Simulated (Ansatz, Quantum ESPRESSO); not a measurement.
# graphene, 1 layer, rectangular cell: the energy at a withheld member of a series

**Set-up.** Quantum ESPRESSO 7.5, PBE, GBRV ultrasoft. Cell and atoms are first relaxed; each strained cell is then held, the other axis too, and the atoms relax in it. A periodic run with 15 Å of vacuum in the starting cell gives the vacuum levels, and bands follow along a path. The series steps strain along the second axis. Energies count from the lowest.

```tsv
strain along the second axis	energy (eV)
-4 %	0.1928
-3 %	0.1058
-2 %	0.0457
0 %	0.0000
1 %	0.0102
2 %	0.0417
3 %	0.0941
4 %	0.1662
```

One more run was made and is withheld. What is the energy at −1 %?

**Fit.** The rows at -2 % and 0 % give a slope of (0.0000 − (0.0457))/(0 − (−2)) = −0.02285, so a straight line gives 0.0228 eV. A parabola through these and the row at -3 % gives 0.0104 eV.

**The withheld run.** 0.0110 eV. The line misses by +0.0118 and the parabola by −0.0006 eV. The parabola does better.

Caveats: Semilocal gaps are too small; the 1×1 cell can't ripple over many cells under compression as a free sheet would. No spin-orbit coupling.

[Logs are printed without paths, hosts, clocks, repeated set-up lines and the standing remarks that a program may print on its own settings, such as how far it seeks lower states.]
